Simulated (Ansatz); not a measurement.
# Bi: properties at the relaxed cell

The task here is to estimate one member of a computed series from the others.

Computed with Ansatz 0.2.0 (DFT PBEsol, scalar-relativistic, plane waves, PAW, unless a step's input says otherwise).

### The structure to begin with

The structure is monoclinic, space group C2/m (No. 12). Conventional cell: a = 7.033 Å, b = 6.284 Å, c = 3.299 Å, α = 90.00°, β = 117.32°, γ = 90.00°. Bi (site symmetry m) is surrounded by 6 Bi at 3.23 to 3.30 Å.

Cell or atoms stand a little off a more symmetric structure (I4_1/amd at a tolerance of 0.3 Å), so results at this geometry aren't those of that ideal crystal.

Structure file:

```cif
data_structure
_symmetry_space_group_name_H-M 'C2/m'
_symmetry_Int_Tables_number 12
_cell_length_a 7.0331
_cell_length_b 6.2837
_cell_length_c 3.2989
_cell_angle_alpha 90.000
_cell_angle_beta 117.323
_cell_angle_gamma 90.000
_cell_volume 129.53
loop_
_atom_site_label
_atom_site_type_symbol
_atom_site_symmetry_multiplicity
_atom_site_Wyckoff_symbol
_atom_site_fract_x
_atom_site_fract_y
_atom_site_fract_z
_atom_site_occupancy
Bi1 Bi 4 i 0.74976 0.50000 0.11920 1
```

This cell was relaxed beforehand with the same method: volume 32.38 Å³/atom, gap on the mesh none (metal).

Set-up of the first run:

input.yaml

```yaml
crystal:
  lattice:
    - [3.4769385615, -3.1101163156, -0.1690752171]
    - [3.4769385615, 3.1101163156, -0.1690752171]
    - [-1.3562474299, 0.0, 2.9705958596]
  atoms:
    - { symbol: Bi, position: [0.2497598313, 0.2497598313, 0.1192027822] }
    - { symbol: Bi, position: [0.7502401687, 0.7502401687, 0.8807972178] }
basis:
  ecutwfc: 420
kpoints:
  mp_grid: { grid: [10, 10, 14] }
hamiltonian:
  xc: pbesol
scf:
  occupations: { method: gaussian, width: 0.1 }
output:
  forces: true
  stress: true
  eigenvalues: true
relax:
  adjacent_minimum: "off"
  f_tol: 0.01
  max_steps: 30
  cell: { stress_tol: 0.1, fix: [volume] }
```

Command:

```bash
$ ansatz run input.yaml --threads 1 --pin off --max-ram 2560MiB --backend cpu --events-out ev --progress --plain --runs-dir out
```

Steps of the session up to this table: Point at V/V0 = 0.97; Point at V/V0 = 1.03; Volume × 0.94; The cell scaled to 1.06 of its volume; The cell scaled to 0.91 of its volume; Point at V/V0 = 1.10; Volume × 0.88.

One of the session's tables, all rows but one given; the rest of the session is left out.

It belongs to the step «Equation of state». 

```
volume (Å³/atom)  energy above the lowest point (meV/atom)  pressure (GPa)
          28.496                                     103.4            9.60
          29.467                                      54.6            6.56
          30.438                                      22.8            3.99
          31.410                                       5.4            1.83
          32.381                                       0.0            0.00
          33.353                                         ?               ?
          34.324                                      18.3           -2.85
          35.619                                      47.4           -4.27
```

Estimate the missing values for volume (Å³/atom) = 33.353.

Worked estimate for «energy above the lowest point (meV/atom)». A straight line through the neighbours (32.381, 0.0) and (34.324, 18.3) gives 0.0 + (18.3 − 0.0) × (33.353 − 32.381) / (34.324 − 32.381) = 9.2; a parabola fitted to 4 rows on both sides gives 5.0.

**Answer.** energy above the lowest point (meV/atom): 4.9; pressure (GPa): -1.55. In «energy above the lowest point (meV/atom)» the line misses by +4.3 and the parabola by +0.1.
